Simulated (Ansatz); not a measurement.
**What moves the field gradients of Te2Mo?**

Cell of run 1: an entry of the Crystallography Open Database (COD), atoms as given.

```cif
data_structure
_symmetry_space_group_name_H-M 'P 1'
_symmetry_Int_Tables_number 1
_cell_length_a 3.5182
_cell_length_b 3.5182
_cell_length_c 13.9736
_cell_angle_alpha 90.000
_cell_angle_beta 90.000
_cell_angle_gamma 120.000
_cell_volume 149.79
loop_
_atom_site_label
_atom_site_type_symbol
_atom_site_fract_x
_atom_site_fract_y
_atom_site_fract_z
_atom_site_occupancy
Te1 Te 0.33333 0.66667 0.62100 1
Te2 Te 0.66667 0.33333 0.12100 1
Te3 Te 0.33333 0.66667 0.87900 1
Te4 Te 0.66667 0.33333 0.37900 1
Mo5 Mo 0.33333 0.66667 0.25000 1
Mo6 Mo 0.66667 0.33333 0.75000 1
```

Atom numbers follow the list; atoms alike are taken as one site, whose name carries the number of the first.

Relaxed positions (PBE, cell held):

```
CELL_PARAMETERS angstrom
3.51820 0.00000 0.00000
-1.75910 3.04685 0.00000
0.00000 0.00000 13.97360
ATOMIC_POSITIONS crystal
Te 0.33333 0.66667 0.62009
Te 0.66667 0.33333 0.12009
Te 0.33333 0.66667 0.87991
Te 0.66667 0.33333 0.37991
Mo 0.33333 0.66667 0.25000
Mo 0.66667 0.33333 0.75000
```

All runs are DFT with Ansatz 0.2.0 (plane waves and PAW, scalar-relativistic unless spin–orbit coupling is named, Γ-centred meshes, Fermi–Dirac smearing where given) in this cell.

Run 1: PBE, atoms as given; 420 eV, 14×14×3 k-points, smearing 0.02 eV.
Run 2: PBE, atoms relaxed; 420 eV, 14×14×3 k-points, smearing 0.02 eV.
Run 3: r2SCAN, at the relaxed atoms; 500 eV, 14×14×3 k-points, smearing 0.02 eV.
Run 4: PBE with spin–orbit coupling, at the relaxed atoms; 420 eV, 14×14×3 k-points, smearing 0.02 eV.
Run 5: LDA, at the relaxed atoms; 420 eV, 14×14×3 k-points, smearing 0.02 eV.
Run 6: PBEsol, at the relaxed atoms; 420 eV, 14×14×3 k-points, smearing 0.02 eV.

(1) What does each run give, and what moves the gradients most?

Results:

(1) 

```tsv
run	Te V_zz (η)	Mo V_zz (η)
1	-18.65 (0.00)	-6.76 (0.00)
2	-18.13 (0.00)	-6.42 (0.00)
3	-18.81 (0.00)	-6.51 (0.00)
4	-17.74 (0.00)	-6.39 (0.00)
5	-17.49 (0.00)	-6.55 (0.00)
6	-17.81 (0.00)	-6.38 (0.00)
```

V_zz in 10²¹ V/m². Against run 1, the gradient tensors on these sites move by at most 0.52 in run 2 (Te), 0.25 in run 3 (Mo), 0.91 in run 4 (Te), 1.16 in run 5 (Te), 0.84 in run 6 (Te). Taken one at a time, the functional (between the two that differ most) moves the tensors on these sites by up to 1.33 (largest principal value of the change, on Te), the positions of the atoms (as given or relaxed) by 0.52 (Te), spin–orbit coupling by 0.39 (Te).

In runs 3, 5, 6 the atoms aren't at the calculated equilibrium (largest force 0.27, 0.46, 0.26 eV/Å).
